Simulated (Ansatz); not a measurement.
SiC (F-43m), ideal shear of a crystal plane

All numbers below come from DFT r2SCAN, scalar-relativistic, plane waves, PAW in Ansatz. The runs took a 500 eV cutoff, a Γ-centred 10×10×2 mesh and Gaussian smearing (0.05 eV). No spin polarisation. Energies are free energies at this smearing, counted from the undisturbed cell; pressure is positive in compression.

Zero of the scan (as given, not relaxed at this level; it stands at 1.3 GPa):

```
Si C
1.0
     2.17400   -2.17400    0.00000
     2.17400    0.00000   -2.17400
     8.69600    8.69600    8.69600
Si C
6 6
Direct
  0.66667 0.66667 0.06247
  0.00000 0.00000 0.89580
  0.33333 0.33333 0.22913
  0.66667 0.66667 0.56247
  0.00000 0.00000 0.39580
  0.33333 0.33333 0.72913
  0.66667 0.66667 0.43747
  0.00000 0.00000 0.27080
  0.33333 0.33333 0.60413
  0.66667 0.66667 0.93747
  0.00000 0.00000 0.77080
  0.33333 0.33333 0.10413
```

The cut lies on the cell's a–b face, a (1 -1 1) plane (indices in the standard cell, whose axes needn't be the Cartesian ones shown) of area 8.19 Å², between layers 1.88 Å apart. Vector c is tilted by f times 1·a + 0·b (length 3.075 Å) with the atoms' Cartesian places fixed: one unrelaxed fault a cell. The traction is dγ/du, the slope of γ against the slip u in Å. Some rows repeat others by symmetry and weren't run.

| f | γ (mJ/m²) | traction (GPa) |
| --- | --- | --- |
| 0.0000 | 0 | 0.0 |
| 0.1000 | 313 | 20.2 |
| 0.2000 | 1220 | 37.8 |
| 0.3000 | 2530 | 44.6 |
| 0.4000 | 3742 | 30.4 |
| 0.5000 | 4229 | 0.0 |
| 0.6000 | 3742 | -30.4 |
| 0.7000 | 2530 | -44.6 |
| 0.8000 | 1220 | -37.8 |
| 0.9000 | 313 | -20.2 |

Read off the first barrier and the stress needed to climb it, and compare with Frenkel's sinusoid.

The first sampled maximum lies at f = 0.500, a slip of 1.54 Å, with γ ≈ 4229 mJ/m², which stands in for the unstable fault energy γ_us, and the steepest sampled slope before it is 44.6 GPa. A sinusoid γ = γ_us sin²(πu/λ) with its maximum there has λ = 3.07 Å and a largest slope πγ_us/λ = 43.2 GPa (1 mJ/m² per Å = 0.01 GPa). The stand-in is too high: the stress and forces give a traction of 19.7 GPa across the line at this point, so it is no saddle, and slip that bends off the line crosses lower.

Is there a metastable fault on this line?

Apart from points where γ returns to about zero, no local minimum shows among the samples, so at this sampling the line offers no fault for a dislocation to split on; a fault can still lie off the line.

The cut is rigid; relaxing the faces lowers these energies and usually the stresses. The start isn't at rest at this level: it stands under 1.3 GPa with forces up to 0.00 eV/Å, so these aren't the figures of the relaxed crystal.

Cost: 6 runs of about 14 core-minutes in all, on Intel Xeon Processor @ 2.50GHz (Skylake/Cascade Lake) (shared hosts).